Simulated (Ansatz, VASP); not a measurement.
## Al22O9 (amorphous Al2O3 against Al(111), 5.9 A): VASP beside Ansatz

Aim: how closely do two programs agree when they are given the same cell, functional and k mesh? Of the first pair: The structure shown is the start of the Ansatz relaxation below; VASP solves that cell, so the two are compared at the walk's first step.

Program: Ansatz 0.2.0. Level of theory: plane waves, with VASP 6.6.1 beside it; single point at PBE. Results are calculated unless marked as measured.

## 1. The structure

The cell holds 124 atoms: 88 Al and 36 O. Cell: a = 11.427 Å, b = 9.896 Å, c = 14.963 Å, α = 90.0°, β = 90.0°, γ = 90.0°. It derives from Al (4 planes of fcc Al(111)). A slab of 4 planes of fcc Al(111) (starting lattice constant a = 4.04 A), 11.43 x 9.90 A in plane. 60 atoms (24 Al, 36 O) packed at random between the slab and its periodic image at 3.05 g/cm^3 (a layer of 5.9 A) and pushed apart as soft spheres. Langevin MD at fixed cell with the MACE-MP-0b2 small potential (Batatia et al., arXiv:2401.00096), steps of 1.5 fs: 0.63 ps at 3000 K with the crystal held, 3000 to 500 K in 1.8 ps with the crystal held, 500 to 300 K in 0.9 ps with its inner planes held; soft walls kept the melt out of the crystal while it was held. Then all atoms and the cell's height relaxed. The structure's axis is c.

## 2. Ansatz: relaxation, PBE

Ansatz runs on its default PAW (the set named soft_2) files.

The two programs are compared at the cell with which this relaxation starts, whose forces are those of its first step.

input.yaml reads:

```yaml
crystal:
  lattice:
    - [11.42685, 0.0, 0.0]
    - [0.0, 9.89594, 0.0]
    - [0.0, 0.0, 14.96318]
  atoms:
    - { symbol: Al, position: [0.00209, 0.00395, 0.37267] }
    - { symbol: Al, position: [0.31836, 0.96608, 0.96614] }
    - { symbol: Al, position: [0.08122, 0.89143, 0.04357] }
    - { symbol: Al, position: [0.95644, 0.13951, 0.98381] }
    - { symbol: Al, position: [0.26649, 0.52954, 0.36174] }
    - { symbol: Al, position: [0.08256, 0.41251, 0.9788] }
    - { symbol: Al, position: [0.40593, 0.44943, 0.05399] }
    - { symbol: Al, position: [0.19785, 0.66291, 0.05304] }
    - { symbol: Al, position: [0.22911, 0.1913, 0.02104] }
    - { symbol: Al, position: [0.12121, 0.08556, 0.21332] }
    - { symbol: Al, position: [0.36771, 0.09956, 0.20221] }
    - { symbol: Al, position: [0.24739, 0.34183, 0.19951] }
    - { symbol: Al, position: [0.94342, 0.66138, 0.9876] }
    - { symbol: Al, position: [0.37502, 0.60448, 0.20127] }
    - { symbol: Al, position: [0.12484, 0.5833, 0.20725] }
    - { symbol: Al, position: [0.98727, 0.84119, 0.20786] }
    - { symbol: Al, position: [0.00359, 0.33012, 0.21209] }
    - { symbol: Al, position: [0.37621, 0.27021, 0.35361] }
    - { symbol: Al, position: [0.13285, 0.24991, 0.36779] }
    - { symbol: Al, position: [0.01484, 0.5028, 0.36355] }
    - { symbol: Al, position: [0.24409, 0.84476, 0.1761] }
    - { symbol: Al, position: [0.14133, 0.774, 0.34405] }
    - { symbol: Al, position: [0.38105, 0.78681, 0.34247] }
    - { symbol: Al, position: [0.25935, 0.02324, 0.39751] }
    - { symbol: Al, position: [0.41802, 0.93017, 0.52717] }
    - { symbol: Al, position: [0.1138, 0.89664, 0.51303] }
    - { symbol: Al, position: [0.02907, 0.17084, 0.6047] }
    - { symbol: Al, position: [0.1135, 0.41101, 0.50955] }
    - { symbol: Al, position: [0.3825, 0.41536, 0.50269] }
    - { symbol: Al, position: [0.2524, 0.6706, 0.54166] }
[... 88 atom lines left out ...]
    - { symbol: O, position: [0.66658, 0.9847, 0.77259] }
    - { symbol: O, position: [0.88808, 0.0794, 0.59948] }
    - { symbol: O, position: [0.61486, 0.28081, 0.57488] }
    - { symbol: O, position: [0.97532, 0.75005, 0.78746] }
    - { symbol: O, position: [0.47056, 0.00952, 0.96107] }
    - { symbol: O, position: [0.58043, 0.37045, 0.75513] }
kpoints:
  mp_grid: { grid: [1, 2, 1] }
hamiltonian:
  xc: pbe
scf:
  occupations: { method: fermi_dirac, width: 0.1 }
output:
  forces: true
relax:
  f_tol: 0.08
  max_steps: 90
  cell: { fix: [a, b, alpha, beta, gamma] }
```

Command:

```console
$ ansatz run input.yaml --threads 4 --pin off --max-ram 8192MiB --backend cpu --events-out ev --progress --plain --runs-dir out
```

Numbers of over 12 decimals in the logs are rounded to 6 here.

Log:

```text
Engine: ansatz 0.2.0, x86_64-unknown-linux-gnu
Pseudopotentials: kind: paw
Pseudopotential: Al, paw, valence charge 3, recommended cutoff 420 eV (normal), Al.paw.azcp
Pseudopotential: O, paw, valence charge 6, recommended cutoff 420 eV (normal), O.paw.azcp
Functional definition: PBE
  parameter kappa = 0.804
  parameter beta = 0.066725
  exchange = pbe_x(kappa = kappa, mu = beta*pi^2/3)
  correlation = pbe_c(beta = beta)
Crystal: 124 atoms, lattice volume = 1692.028 Å³
Basis set: ecut = 420 eV, 33093 PW (Γ), exchange–correlation on 160×144×216 points (8 copies of the dense FFT grid, shifted against one another)
Bands: 364, of which v1, the nominal top of the filled ones, is band 240 counted from 1 (239 counted from 0)
Symmetry: 1 space group operations
Space group: P1 (ITA 1), of the structure as read, at distance tolerance 1.2e-4 Å
k-points: 2
Non-local potential: Al, projectors of the file, l = 0: 2, l = 1: 2, l = 2: 1
Non-local potential: O, projectors of the file, l = 0: 2, l = 1: 2, l = 2: 1
PAW form: soft (Blöchl's): semilocal exchange-correlation on the pseudo side does not see the compensation charge
PAW one-centre angular grid: Al, 110 points (default); XC on 64 Gauss nodes
PAW one-centre angular grid: O, 110 points (default); XC on 64 Gauss nodes
Initial density: superposition of atomic densities (neutral atoms: chi_scale 0, normalization atom), corrected by the library's trained network
Initial wavefunctions: pseudopotential atomic-orbital guess
Functional: x = pbe(κ = 0.804, μ = 0.219515), c = pbe(β = 0.066725)
SCF iter   1: F=—  HF=-67727.482116 eV  |F-HF|=—  |Δ(HF+E_count)|=         —  Δρ=7.86e-3  dr2=9.01e0  ethr=1.77e-3  ⟨swp⟩=5.0  Hψ=3099  notcnv=0  defer=102
preconditioner: auto → Kerker (q_TF=auto, 2.212 Å⁻¹)  [metal: Δε(μ)=0.030 eV  Ē_g=8.804 eV  σ=0.100 eV  W_gap=0.07  n_scr=316 (ndim 8)  ℏωp=18.2 eV  f_vac=0.000  D(μ)=47.90/eV (n_scr^D=344)]
SCF iter   2: F=—  HF=-67727.059949 eV  |F-HF|=—  |Δ(HF+E_count)|=   4.22e-1  Δρ=4.11e-3  dr2=1.66e0  ethr=1.77e-3  ⟨swp⟩=1.0  Hψ=838  notcnv=0  defer=102
SCF iter   3: F=—  HF=-67726.936784 eV  |F-HF|=—  |Δ(HF+E_count)|=   1.23e-1  Δρ=1.96e-3  dr2=1.63e-1  ethr=3.45e-4  ⟨swp⟩=1.0  Hψ=617  notcnv=0  defer=102
SCF iter   4: F=—  HF=-67726.918376 eV  |F-HF|=—  |Δ(HF+E_count)|=   1.84e-2  Δρ=6.89e-4  dr2=1.67e-2  ethr=3.40e-5  ⟨swp⟩=3.0  Hψ=1091  notcnv=0  defer=102
SCF iter   5: F=—  HF=-67726.916758 eV  |F-HF|=—  |Δ(HF+E_count)|=   1.62e-3  Δρ=3.16e-4  dr2=2.07e-3  ethr=3.47e-6  ⟨swp⟩=2.5  Hψ=949  notcnv=0  defer=102
SCF iter   6: F=—  HF=-67726.916463 eV  |F-HF|=—  |Δ(HF+E_count)|=   2.95e-4  Δρ=9.76e-5  dr2=2.95e-4  ethr=4.32e-7  ⟨swp⟩=2.0  Hψ=996  notcnv=0  defer=102
SCF iter   7: F=—  HF=-67726.916438 eV  |F-HF|=—  |Δ(HF+E_count)|=   2.49e-5  Δρ=3.29e-5  dr2=5.94e-5  ethr=6.14e-8  ⟨swp⟩=2.5  Hψ=989  notcnv=0  defer=102
SCF iter   8: F=—  HF=-67726.917130 eV  |F-HF|=—  |Δ(HF+E_count)|=   6.92e-4  Δρ=1.95e-5  dr2=7.51e-6  ethr=1.24e-8  ⟨swp⟩=2.0  Hψ=1157  notcnv=0  defer=111
SCF iter   9: F=—  HF=-67726.917130 eV  |F-HF|=—  |Δ(HF+E_count)|=   5.52e-7  Δρ=8.71e-6  dr2=2.20e-6  ethr=1.56e-9  ⟨swp⟩=2.0  Hψ=1055  notcnv=0  defer=111
SCF iter  10: F=—  HF=-67726.917130 eV  |F-HF|=—  |Δ(HF+E_count)|=   1.54e-7  Δρ=1.96e-6  dr2=1.42e-7  ethr=4.58e-10  ⟨swp⟩=2.0  Hψ=1036  notcnv=0  defer=111
SCF iter  11: F=-67726.917129 eV  HF=-67726.917130 eV  |F-HF|=4.30e-8  |Δ(HF+E_count)|=   8.44e-9  Δρ=1.24e-6  dr2=6.09e-8  ethr=2.08e-11  ⟨swp⟩=4.0  Hψ=1714  notcnv=0
SCF 1 converged in 11 iterations: F = -67726.917129 eV  dr2 = 6.09e-8
  greatest PAW one-centre occupation: 0.881 electrons in one spin orbital (limit 2), on the O atom at site 96 (counted from 0), in its partial waves of l = 0
relax step   1: F+E_penalty+E_count = -67726.91712950 eV  Δ(F+E_penalty+E_count) = +0.000e0 eV  max|allowed force component| = 3.477e0 eV/Å  Δτ_max = 0.0000 Å  P = +13.866 GPa  Ω = 1692.028 Å³  fix = [a, b, alpha, beta, gamma]  reactions: a +13.018, b +15.651 GPa; alpha +0.044, beta +0.435, gamma +0.311 GPa/rad  (11 SCF iters, dr2 threshold 1.00e-7 eV, accepted)
Crystal: 124 atoms, lattice volume = 1737.169 Å³
Basis set: ecut = 420 eV, 33885 PW (Γ), exchange–correlation on 160×144×216 points (8 copies of the dense FFT grid, shifted against one another)
Initial density: handed on by an earlier stage of this run
Initial wavefunctions: those handed on with the density
SCF iter   1: F=—  HF=-67739.605898 eV  |F-HF|=—  |Δ(HF+E_count)|=         —  Δρ=1.10e-2  dr2=1.52e1  ethr=3.10e-3  ⟨swp⟩=5.0  Hψ=2581  notcnv=0  defer=94
preconditioner: auto → Kerker (q_TF=auto, 2.202 Å⁻¹)  [metal: Δε(μ)=0.034 eV  Ē_g=8.608 eV  σ=0.100 eV  W_gap=0.08  n_scr=316 (ndim 8)  ℏωp=18.0 eV  f_vac=0.000  D(μ)=47.45/eV (n_scr^D=324)]
SCF iter   2: F=—  HF=-67738.828688 eV  |F-HF|=—  |Δ(HF+E_count)|=   7.77e-1  Δρ=5.98e-3  dr2=4.15e0  ethr=3.10e-3  ⟨swp⟩=1.0  Hψ=838  notcnv=0  defer=95
[...]
- { symbol: Al, position: [0.374116, 0.292312, 0.338357] }
    - { symbol: Al, position: [0.135773, 0.284800, 0.346665] }
    - { symbol: Al, position: [0.00632672, 0.542093, 0.352888] }
    - { symbol: Al, position: [0.250460, 0.871156, 0.200769] }
    - { symbol: Al, position: [0.134992, 0.789881, 0.343603] }
    - { symbol: Al, position: [0.382835, 0.790415, 0.335328] }
    - { symbol: Al, position: [0.253220, 0.044069, 0.336263] }
    - { symbol: Al, position: [0.404215, 0.946308, 0.468818] }
    - { symbol: Al, position: [0.140460, 0.968672, 0.478053] }
    - { symbol: Al, position: [0.020019, 0.189396, 0.591479] }
    - { symbol: Al, position: [0.146025, 0.442658, 0.486742] }
    - { symbol: Al, position: [0.398399, 0.367666, 0.493616] }
    - { symbol: Al, position: [0.276060, 0.702085, 0.470505] }
    - { symbol: Al, position: [0.306760, 0.102956, 0.584086] }
    - { symbol: Al, position: [1.032988, 0.712322, 0.491514] }
    - { symbol: Al, position: [0.489398, 0.050118, 0.331909] }
    - { symbol: Al, position: [0.819824, 0.926223, 0.053088] }
    - { symbol: Al, position: [0.545238, 1.024110, 0.061043] }
    - { symbol: Al, position: [0.499697, 0.284913, 0.956695] }
    - { symbol: Al, position: [0.739885, 0.543848, 0.343701] }
    - { symbol: Al, position: [0.610149, 0.460708, 0.062735] }
    - { symbol: Al, position: [0.901205, 0.401211, 0.084036] }
    - { symbol: Al, position: [0.781993, 0.651876, 0.029540] }
    - { symbol: Al, position: [0.746354, 0.206469, 0.074211] }
[...]
- { symbol: Al, position: [0.279673, 0.786500, 0.633930] }
    - { symbol: Al, position: [0.062117, 0.732840, 0.677923] }
    - { symbol: Al, position: [0.281364, 0.145441, 0.782380] }
    - { symbol: Al, position: [1.091627, 0.440432, 0.767681] }
    - { symbol: Al, position: [0.534390, 0.199706, 0.647294] }
    - { symbol: Al, position: [0.646297, 0.704908, 0.721018] }
    - { symbol: Al, position: [0.629524, 0.272978, 0.812880] }
    - { symbol: Al, position: [0.442618, 0.479202, 0.732152] }
    - { symbol: O, position: [0.400107, 0.00704469, 0.803828] }
    - { symbol: O, position: [0.524305, 0.467219, 0.529872] }
    - { symbol: O, position: [0.225081, 0.736388, 0.847061] }
    - { symbol: O, position: [0.175103, 0.810971, 0.539556] }
    - { symbol: O, position: [0.185623, 0.00361569, 0.795553] }
    - { symbol: O, position: [0.532263, 0.705685, 0.962083] }
    - { symbol: O, position: [0.807580, -0.00124066, 0.823385] }
    - { symbol: O, position: [0.769698, 0.812462, 0.958737] }
    - { symbol: O, position: [0.964338, 0.337796, 0.781063] }
    - { symbol: O, position: [0.701845, 1.042049, 0.034689] }
    - { symbol: O, position: [0.426058, 0.543421, 0.835687] }
    - { symbol: O, position: [0.301220, 0.586491, 0.984719] }
    - { symbol: O, position: [0.966286, 0.681389, 0.594939] }
    - { symbol: O, position: [0.782730, 0.833611, 0.544048] }
    - { symbol: O, position: [0.438319, 0.213129, 0.552732] }
    - { symbol: O, position: [0.333963, 0.311534, 0.984491] }
    - { symbol: O, position: [0.525556, 0.609748, 0.681463] }
    - { symbol: O, position: [0.114421, 0.243261, 0.969159] }
    - { symbol: O, position: [0.264366, 0.392664, 0.555051] }
    - { symbol: O, position: [0.282956, 0.197314, 0.678516] }
    - { symbol: O, position: [0.619783, 0.286475, 1.030656] }
    - { symbol: O, position: [0.549967, -0.030209, 0.525450] }
    - { symbol: O, position: [0.362499, 0.677690, 0.563220] }
    - { symbol: O, position: [0.782682, 0.508206, 0.543919] }
[...]
- { symbol: O, position: [0.700650, 0.521143, -0.032626] }
    - { symbol: O, position: [0.149107, 0.100033, 0.557679] }
    - { symbol: O, position: [0.598405, 0.878383, 0.720063] }
    - { symbol: O, position: [0.890553, 0.099648, 0.557350] }
    - { symbol: O, position: [0.660563, 0.231858, 0.570068] }
    - { symbol: O, position: [1.025403, 0.612944, 0.761435] }
    - { symbol: O, position: [0.484416, 0.102757, 0.968188] }
    - { symbol: O, position: [0.542506, 0.333966, 0.723505] }
```

The column dr2 measures how far the density is from self-consistency, as an energy; F and HF (Harris–Foulkes) agree once it is small.

## 3. VASP: single point, PBE, start cell, pair 1

The same cell, functional, mesh and smearing now go to VASP, with its own data sets.

Lines of VASP's logs that name or quote its potential files are left out, and so is its time.

INCAR reads:

```
SYSTEM = Al22O9
PREC = Accurate
ENCUT = 520
EDIFF = 1E-06
NELM = 120
ISMEAR = -1
SIGMA = 0.1
LREAL = Auto
ALGO = Normal
GGA = PE
NBANDS = 336
LORBIT = 11
LWAVE = .FALSE.
LCHARG = .FALSE.
ISIF = 2
LASPH = .TRUE.
GGA_COMPAT = .FALSE.
KPAR = 2
NCORE = 2
```

POSCAR reads:

```
Al22O9
1.0
   11.4268500000      0.0000000000      0.0000000000
    0.0000000000      9.8959400000      0.0000000000
    0.0000000000      0.0000000000     14.9631800000
Al O
88 36
Direct
    0.0020915650      0.0039511153      0.3726681093
    0.3183642036      0.9660830603      0.9661382139
    0.0812209839      0.8914261808      0.0435669423
    0.9564403138      0.1395117594      0.9838082547
    0.2664863895      0.5295403974      0.3617412876
    0.0825599356      0.4125126062      0.9788026342
    0.4059298932      0.4494267346      0.0539925337
    0.1978498011      0.6629082230      0.0530368545
    0.2291095096      0.1913006748      0.0210383087
    0.1212057566      0.0855603409      0.2133169554
    0.3677128868      0.0995559795      0.2022096907
    0.2473910133      0.3418270523      0.1995097299
    0.9434183524      0.6613823447      0.9875975561
    0.3750202374      0.6044802212      0.2012673777
    0.1248375537      0.5832998179      0.2072487265
    0.9872712077      0.8411934591      0.2078568860
    0.0035880404      0.3301151785      0.2120872702
    0.3762104167      0.2702118242      0.3536079897
    0.1328537611      0.2499105694      0.3677894672
    0.0148422356      0.5028021593      0.3635524000
    0.2440917663      0.8447605786      0.1760989308
    0.1413337884      0.7740042886      0.3440511977
    0.3810498956      0.7868075190      0.3424673098
    0.2593540652      0.0232418547      0.3975090856
    0.4180242149      0.9301693422      0.5271673535
    0.1138021414      0.8966404404      0.5130326575
    0.0290718790      0.1708377375      0.6046976645
    0.1134958453      0.4110069382      0.5095507773
    0.3825026145      0.4153622597      0.5026872630
    0.2523967673      0.6705982453      0.5416629353
[... 88 atom lines left out ...]
    0.6665791535      0.9846967544      0.7725897837
    0.8880837676      0.0793961968      0.5994781858
    0.6148588631      0.2808121310      0.5748778000
    0.9753169071      0.7500449679      0.7874596175
    0.4705583779      0.0095190553      0.9610724458
    0.5804311774      0.3704549543      0.7551269182
```

KPOINTS reads:

```
Automatic mesh
0
Gamma
1 2 1
0 0 0
```

PAW data sets: Al and O (PBE family, release 64).

Command:

```console
$ mpirun -np 16 vasp_std
```

Log:

```text
[banner, memory and clock lines left out]
running   16 mpi-ranks, on    1 nodes
[...]
LDA part: xc-table for (Slater+PW92), standard interpolation
 POSCAR, INCAR and KPOINTS ok, starting setup
[...]
entering main loop
       N       E                     dE             d eps       ncg     rms          rms(c)
DAV:   1     0.215461468617E+04    0.21546E+04   -0.20616E+05  1344   0.124E+03
DAV:   2    -0.371484122023E+03   -0.25261E+04   -0.23970E+04  1712   0.235E+02
DAV:   3    -0.660651328438E+03   -0.28917E+03   -0.28361E+03  1608   0.808E+01
DAV:   4    -0.665930314012E+03   -0.52790E+01   -0.52466E+01  1560   0.114E+01
[...]
DAV:  19    -0.597748845853E+03    0.99212E-05   -0.75450E-05  1560   0.188E-02    0.118E-02
DAV:  20    -0.597748845905E+03   -0.52914E-07   -0.18463E-05  1448   0.796E-03    0.504E-03
DAV:  21    -0.597748845859E+03    0.46504E-07   -0.31473E-06  1096   0.330E-03
   1 F= -.59774885E+03 E0= -.59697818E+03  d E =-.154134E+01
```

Parts of OUTCAR (step 3):

```text
  Total      137.1875622    165.1994914    136.0680321     -3.2748047     -0.4069867     -4.5338914
  in kB      129.9025992    156.4270331    128.8425186     -3.1009054     -0.3853748     -4.2931317
  external PRESSURE =     138.3907170 kB  Pullay stress =       0.0000000 kB

 POSITION                                       TOTAL-FORCE (eV/Angst)
[...]
6.27620      6.69570     13.02960         0.189985     -0.465959      0.361664
      9.14640      4.36870     13.24330        -0.090874      0.813919      0.835329
     10.47670      2.01340     11.98240         0.284643      0.198139      0.703168
      4.20230      7.13790     10.27690        -0.145685     -0.152214     -0.520923
      0.42480      7.48620     10.09100        -0.218625      0.382449     -1.604504
      3.52790      1.66200     11.52340         1.468966      0.107820      0.817217
     10.62050      4.74640     10.47920         1.564053      0.342233      0.297424
      5.50760      3.00590      9.97670        -1.104366     -0.925716      0.036899
      7.05070      8.15720     10.80220         0.248131      0.099921     -1.921305
      6.91310      3.05880     12.93040         0.478793     -0.252739      0.693322
      6.13190      5.35580     10.77750        -0.487762     -0.472906     -0.939365
      4.90710      0.41390     11.81030         1.210505     -0.265032      0.607915
      5.70050      5.19640      7.99410        -0.129036     -0.069630      0.001721
      2.81520      7.33680     11.78010        -0.254363      0.189053      0.449833
[...]
-----------------------------------------------------------------------------------
    total drift:                                0.032716     -0.016188      0.036626

  FREE ENERGIE OF THE ION-ELECTRON SYSTEM (eV)
  ---------------------------------------------------
  free  energy   TOTEN  =      -597.7488458590 eV

  energy  without entropy=     -596.2075084192  energy(sigma->0) =     -596.97817714

[... 3 further parts left out ...]
[key lines of the parts left out:]
E-fermi :   7.9667
```

The run ends at a pressure of 13.84 GPa, with forces up to 3.6 eV/Å.

## 4. Differences

Known differences besides the potentials themselves: the cutoff is 420 eV in Ansatz and 520 eV in VASP (PREC = Accurate, projectors in real space). Total energies have different zeros and are not compared.

Forces on 10 of the 124 atoms, those with the largest forces and the largest differences (eV/Å; atoms numbered as in POSCAR):

| atom | Ansatz x, y, z | VASP x, y, z |
| --- | --- | --- |
| Al2 | -2.228, -1.127, -0.186 | -2.233, -1.128, -0.191 |
| Al27 | -0.159, 1.146, 0.659 | -0.165, 1.136, 0.685 |
| Al59 | -0.358, -3.477, -0.680 | -0.350, -3.471, -0.707 |
| Al60 | 1.748, 1.541, -0.942 | 1.754, 1.535, -0.963 |
| Al65 | -0.344, 1.263, 1.400 | -0.344, 1.280, 1.438 |
| O99 | 2.064, -0.982, 0.502 | 2.063, -0.982, 0.486 |
| O103 | -0.703, 1.600, -0.031 | -0.728, 1.591, -0.018 |
| O105 | -0.045, -1.545, 2.216 | -0.047, -1.545, 2.216 |
| O113 | 2.331, 1.629, -0.791 | 2.340, 1.632, -0.796 |
| O121 | -1.094, 1.423, 1.407 | -1.087, 1.421, 1.428 |

The forces differ by 7.8 meV/Å r.m.s., which is 1.0 % of the r.m.s. force of 0.780 eV/Å (both taken over all components).

(Continued in part 2 of 2.)

[Lines on the potential files, build, host, timing and source positions are cut from VASP's logs without a mark.]

[Logs are printed without paths, hosts, clocks, repeated set-up lines and the standing remarks that a program may print on its own settings, such as how far it seeks lower states.]

[Hosts, paths, dates, database ids (printed as entryN), source tags and the programs' standing remarks are cut or masked in the printed files.]
